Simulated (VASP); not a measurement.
Set up this calculation in VASP 6.6.1, as the native input.

* Task: single point
* Functional: PBE
* Potentials or basis: VASP PAW PBE potentials, release 64 (Ir)
* Cutoff: 520 eV
* k mesh: 5 × 4 × 1
* Occupations: gaussian, width 0.1 eV
* Spin: no spin polarisation
* Dipole correction: yes
* Further INCAR settings: LREAL = Auto; ALGO = Fast; EDIFF = 1e-06; NBANDS = 86

The structure of Ir lies in POSCAR:

```
Ir
1.0
    5.4739356551      0.0000000000      0.0000000000
    0.0000000000      7.7413140431      0.0000000000
    0.0000000000      0.0000000000     20.9601955780
Ir
16
Direct
    0.2500000000      0.2500000000      0.1908379139
    0.2500000000      0.7500000000      0.1908379139
    0.7500000000      0.2500000000      0.1908379139
    0.7500000000      0.7500000000      0.1908379139
    0.0000000000      0.0000000000      0.2561275678
    0.0000000000      0.5000000000      0.2561275678
    0.5000000000      0.0000000000      0.2561275678
    0.5000000000      0.5000000000      0.2561275678
    0.2500000000      0.2500000000      0.3207118829
    0.2500000000      0.7500000000      0.3207118829
    0.7500000000      0.2500000000      0.3207118829
    0.7500000000      0.7500000000      0.3207118829
    0.0000000000      0.0000000000      0.3797767797
    0.0000000000      0.5000000000      0.3797767797
    0.5000000000      0.0000000000      0.3797767797
    0.5000000000      0.5000000000      0.3797767797
```

The slab is cut from a database's or a generator's crystal, which needn't be the stable form of the element.

The cell isn't the ideal one: the clean substrate in the cell of the map.

One way to write it, as run:

INCAR

```
SYSTEM = Ir
PREC = Accurate ; ENCUT = 520
EDIFF = 1E-6 ; ISMEAR = 0
SIGMA = 0.1 ; LREAL = Auto
LASPH = .TRUE. ; NELM = 100
ALGO = Fast ; ISIF = 2
LWAVE = .FALSE. ; LCHARG = .FALSE.
LDIPOL = .TRUE. ; IDIPOL = 3
DIPOL = 0.5 0.5 0.287 ; GGA = PE
NBANDS = 86
```

KPOINTS

```
regular mesh
0
G
  5 4 1
  0 0 0
```

Potentials or basis: VASP PAW PBE potentials, release 64 (Ir).

Run with:

```bash
$ cat potpaw_PBE.64/Ir/POTCAR > POTCAR
$ mpirun -np 1 vasp_std > vasp.out
```

It gave:

```
Largest force          : 1.196 eV/Å
Band gap on the k mesh : none (metal or under the smearing width)
```

Run time: 15 min on 1 thread of AMD EPYC 9R45 96-Core Processor (Zen 5) (shared host), peak memory 1 GiB.
